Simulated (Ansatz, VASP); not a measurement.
## SrTiO3 in VASP and in Ansatz

File INCAR:

```
SYSTEM = SrTiO3
PREC     = Accurate       ! precision mode
ENCUT    = 520            ! plane-wave cutoff, eV
EDIFF    = 1E-6           ! SCF threshold, eV
ISMEAR   = 0              ! smearing method
SIGMA    = 0.01           ! smearing width, eV
LREAL    = .False.        ! projectors in reciprocal space
LASPH    = .True.         ! aspherical terms in the spheres
NELM     = 60             ! most SCF steps
ALGO     = Normal         ! electronic algorithm
ISIF     = 2              ! what is computed and relaxed
LWAVE    = .False.        ! write WAVECAR
LCHARG   = .True.         ! write CHGCAR
LELF     = .True.         ! ELF
LVHAR    = .True.       
NBANDS   = 28             ! bands
```

KPOINTS

```
regular mesh
0
Gamma
  6 6 6
  0 0 0
```

Contents of POSCAR:

```
SrTiO3
1.0
    3.8671987873      0.0000000000      0.0000000000
    0.0000000000      3.8671987873      0.0000000000
    0.0000000000      0.0000000000      3.8671987873
Sr Ti O
1 1 3
Direct
    0.5000000000      0.5000000000      0.5000000000
    0.0000000000      0.0000000000      0.0000000000
    0.5000000000      0.0000000000      0.0000000000
    0.0000000000      0.5000000000      0.0000000000
    0.0000000000      0.0000000000      0.5000000000
```

Input for Ansatz:

```yaml
crystal:
  lattice:
    - [3.86719878726, 0.0, 0.0]
    - [0.0, 3.86719878726, 0.0]
    - [0.0, 0.0, 3.86719878726]
  atoms:
    - { symbol: Sr, position: [0.5, 0.5, 0.5] }
    - { symbol: Ti, position: [0.0, 0.0, 0.0] }
    - { symbol: O, position: [0.5, 0.0, 0.0] }
    - { symbol: O, position: [0.0, 0.5, 0.0] }
    - { symbol: O, position: [0.0, 0.0, 0.5] }
kpoints:
  mp_grid: { grid: [6, 6, 6] }
scf:
  occupations: { method: fixed }
  convergence: { dr2_threshold: 1.0e-10 }
hamiltonian:
  xc: lda
  pseudopotentials: { kind: all_electron, lapw: { basis_error: 0.0005 } }
output:
  forces: true
  stress: true
  eigenstates:
    kpoints:
      - [0.0, 0.0, 0.0]
      - [0.5, 0.5, 0.5]
      - [-0.5, -0.5, 0.0]
      - [-0.5, 0.0, -0.5]
      - [0.0, -0.5, -0.5]
      - [0.0, -0.5, 0.0]
      - [0.0, 0.0, -0.5]
      - [-0.5, 0.0, 0.0]
  eigenvalues: true
```

Alike in both runs: task single point; functional LDA; k mesh 6 × 6 × 6; no spin polarisation.

```csv
,VASP,Ansatz
version,VASP 6.6.1,Ansatz 0.2.0
potentials or method,"VASP PAW LDA potentials, release 64 (Sr_sv, Ti_sv, O)","all-electron LAPW, scalar-relativistic"
plane-wave cutoff (eV),520,see its input
occupations,"gaussian, width 0.01 eV",fixed
```

```tsv
	VASP	Ansatz	Ansatz less VASP
gap on the k mesh at the Fermi level (eV)	1.80	1.83	+0.030
pressure (GPa)	-0.9	-1.9	-0.95
```

Ansatz ran all-electron here, so the differences hold the error of VASP's frozen core and of both bases. Ansatz warned: «metallic_iterate».

A k mesh can miss the band edges. A hybrid or GW would open this gap; LDA tends to underestimate it.
